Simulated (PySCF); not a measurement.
Partial charges of `CC(C)(C)O`

Compound: C4H10O.
Structure used (PBE0-D3(BJ)/def2-TZVP), in Å, numbered top down from 1:
```
atom  x, y, z in Å
C1    -1.1652   -0.8195    0.2288
C2     0.0806    0.0560    0.2225
C3    -0.1034    1.2460   -0.7097
C4     1.3034   -0.7510   -0.1720
O5     0.3493    0.5185    1.5449
H6    -2.0403   -0.2434    0.5450
H7    -1.3725   -1.2206   -0.7661
H8    -1.0353   -1.6539    0.9207
H9    -0.9696    1.8432   -0.4080
H10    0.7808    1.8857   -0.6827
H11   -0.2671    0.9207   -1.7399
H12    1.1815   -1.1751   -1.1705
H13    1.4610   -1.5653    0.5376
H14    2.1915   -0.1162   -0.1679
H15   -0.4003    1.0469    1.8330
```

Density: PBE0/pcSseg-2 (PySCF); schemes: Mulliken, IAO, Hirshfeld and ESP-fitted. Isolated species at its PBE0-D3(BJ)/def2-TZVP geometry, gas phase.

Tabulate the Mulliken, IAO, Hirshfeld and ESP-fitted charges.

In e:

```tsv
atom	environment	Mulliken	IAO	Hirshfeld	ESP-fitted
C1	methyl carbon	-0.064	-0.444	-0.134	-0.701
C2	carbinol carbon (C–OH)	+0.153	+0.257	+0.080	+0.889
C3	methyl carbon	-0.066	-0.444	-0.134	-0.682
C4	methyl carbon	-0.027	-0.431	-0.131	-0.615
O5	alcohol oxygen	-0.411	-0.578	-0.224	-0.705
H6	methyl hydrogen	+0.013	+0.134	+0.039	+0.150
H7	methyl hydrogen	+0.024	+0.142	+0.045	+0.173
H8	methyl hydrogen	+0.039	+0.149	+0.044	+0.165
H9	methyl hydrogen	+0.013	+0.134	+0.039	+0.145
H10	methyl hydrogen	+0.039	+0.149	+0.044	+0.160
H11	methyl hydrogen	+0.025	+0.143	+0.045	+0.168
H12	methyl hydrogen	+0.017	+0.140	+0.044	+0.135
H13	methyl hydrogen	+0.033	+0.150	+0.044	+0.165
H14	methyl hydrogen	+0.031	+0.149	+0.044	+0.164
H15	hydroxyl hydrogen	+0.180	+0.351	+0.154	+0.389
```

Mean size of the charges over all atoms: ESP-fitted 0.360 e, IAO 0.253 e, Hirshfeld 0.083 e, Mulliken 0.076 e. Each set sums to the total charge, 0, to within 0.001 e. The ESP scheme is a least-squares fit of atom-centred charges to the potential on four shells outside the van der Waals surface, with the total charge fixed.

Lowest charge. All schemes agree: Mulliken O5 (-0.411); IAO O5 (-0.578); Hirshfeld O5 (-0.224); ESP-fitted O5 (-0.705).

Highest charge. The schemes don't all agree: Mulliken H15 (+0.180); IAO H15 (+0.351); Hirshfeld H15 (+0.154); ESP-fitted C2 (+0.889).

How many electrons does the Mulliken scheme count on C4?

Z − q = 6 − (-0.027) = 6.027.

How closely do the schemes follow one another over all atoms?

Correlation coefficient and root-mean-square difference: IAO with Hirshfeld 0.99, 0.195 e; IAO with ESP-fitted 0.94, 0.196 e; Hirshfeld with ESP-fitted 0.92, 0.358 e; Mulliken with Hirshfeld 0.86, 0.066 e; Mulliken with IAO 0.80, 0.207 e; Mulliken with ESP-fitted 0.75, 0.362 e.

Sum the charges by element, for elements with more than one atom.

| element | atoms | Mulliken | IAO | Hirshfeld | ESP-fitted |
| --- | --- | --- | --- | --- | --- |
| C | 4 | -0.004 | -1.062 | -0.319 | -1.108 |
| H | 10 | +0.414 | +1.640 | +0.543 | +1.813 |
